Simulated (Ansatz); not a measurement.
Fluorite SrF2, treated with PBEsol-D3(BJ) (plane waves, PAW; Ansatz, an electronic-structure program).

Numerical settings: plane-wave cutoff 520 eV, 10×10×10 k mesh, Fermi–Dirac smearing 0.01 eV, scalar-relativistic PAW data made under PBE.

Computed points:

| V (Å³/atom) | E − E_lowest (meV/atom) |
|---|---|
| 14.645 | 15.20 |
| 14.956 | 6.49 |
| 15.268 | 1.56 |
| 15.579 | 0.00 |
| 15.891 | 1.44 |
| 16.203 | 5.57 |
| 16.514 | 12.09 |

Task: What bulk modulus B0 and pressure derivative B′ does a third-order Birch–Murnaghan fit give?

Result: V0 = 15.580 Å³/atom, B0 = 77.2 GPa, B′ = 4.7 (fit to the energies at full precision).

Measured, for comparison: bulk modulus 69 GPa (temperature not stated, no zero-point or thermal correction; as tabulated in On the Morphology of Group II Metal Fluoride Nanocrystals at Finite Temperature …). Computed (rounded) less measured: bulk modulus +12 %.

It cost roughly 21 core-seconds of CPU time.
